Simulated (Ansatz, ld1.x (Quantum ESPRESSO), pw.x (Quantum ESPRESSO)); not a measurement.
# Which P potential is closest to all-electron in the diamond crystal?

All use PBE, scalar-relativistic, no spin, cutoffs from each file’s atomic test, pw.x 7.5; 8³ k-points, Fermi–Dirac smearing 0.01 Ry. Δ is the rms difference from all-electron LAPW of the E(V) curves that follow from fits to the pressures, over ±6 % in volume. Mesh and smearing are coarse and serve the comparison alone. The files are a selection: those with a ghost or negative overlap were mostly not run, and those with noisy or unconverged pressures or nearly equal Δ are left out.

All-electron: a0 = 5.504 Å (V0 = 20.84 Å³/atom), B0 = 41.6 GPa.

Rank them by Δ, smallest first.
A. norm-conserving Troullier–Martins (Kleinman–Bylander form), ld1.x (Quantum ESPRESSO) 7.5, PBE; core [Ne], reference 3s2 3p3; waves: 3s (bound): rc 1.65 bohr; 3p (bound): rc 1.20 bohr; 3d channel at -0.15 Ry: rc 1.45 bohr; local part: the d channel; core correction: none.
B. norm-conserving RRKJ (Kleinman–Bylander form), ld1.x (Quantum ESPRESSO) 7.5, PBE; core [Ne], reference 3s2 3p3; waves: 3s (bound): rc 1.65 bohr; 3p (bound): rc 1.65 bohr; 3d channel at 0.15 Ry: rc 1.75 bohr; local part: all-electron potential smoothed inside 1.25 bohr (lloc = -2); core correction: none; rho0 0.01.
C. PAW, ld1.x (Quantum ESPRESSO) 7.5, PBE; core [Ne], reference 3s2 3p3; waves: 3s (bound): rcut 1.20, rcutus 1.30 bohr; 3s channel at 3.55 Ry: rcut 1.20, rcutus 1.30 bohr; 3p (bound): rcut 0.95, rcutus 1.30 bohr; 3p channel at 1.45 Ry: rcut 0.95, rcutus 1.30 bohr; local part: all-electron potential smoothed inside 1.05 bohr (lloc = -2); core correction: Bessel-smoothed model core inside 1.30 bohr; augmentation: BESSEL, radius 0.70 bohr.

B (0.9 meV/atom), A (3.0 meV/atom), C (6.2 meV/atom).
